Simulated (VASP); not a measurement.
GaN, 4 atoms in the cell. The structure is hexagonal, space group P6_3mc (No. 186). The conventional cell has a = 3.180 Å, b = 3.180 Å, c = 5.166 Å, α = 90.00°, β = 90.00°, γ = 120.00°. Ga (site symmetry 3m) has 4 N at 1.94 to 1.95 Å as nearest neighbours. N (site symmetry 3m) is surrounded by 4 Ga at 1.94 to 1.95 Å. 

```yaml
Program: VASP 6.6.1
Task: relaxation of cell and atoms
Functional: PBE
Dispersion: D3(BJ)
Potentials_or_basis: VASP PAW PBE potentials, release 64 (Ga_d, N)
Cutoff: 600 eV
k_mesh: 12 × 12 × 5
Occupations: gaussian, width 0.03 eV
Spin: no spin polarisation
Further_INCAR_settings: ALGO = Normal; EDIFF = 1e-06; IBRION = 2; EDIFFG = -0.01; NSW = 90; ISIF = 3
```

Potentials or basis: VASP PAW PBE potentials, release 64 (Ga_d, N).

Run with:

```sh
$ cat potpaw_PBE.64/Ga_d/POTCAR potpaw_PBE.64/N/POTCAR > POTCAR
$ mpirun -np 1 vasp_std > vasp.out
```

Hardware: 1 thread of Intel(R) Xeon(R) Platinum 8488C (Sapphire Rapids), on a shared host.

Q: Estimate the wall time of this run.

A: Run time: 5.7 min on 1 thread of Intel(R) Xeon(R) Platinum 8488C (Sapphire Rapids), with other jobs on the host, peak memory 0.23 GiB. Counts: scf iterations 52, k points 57, ion steps 8.
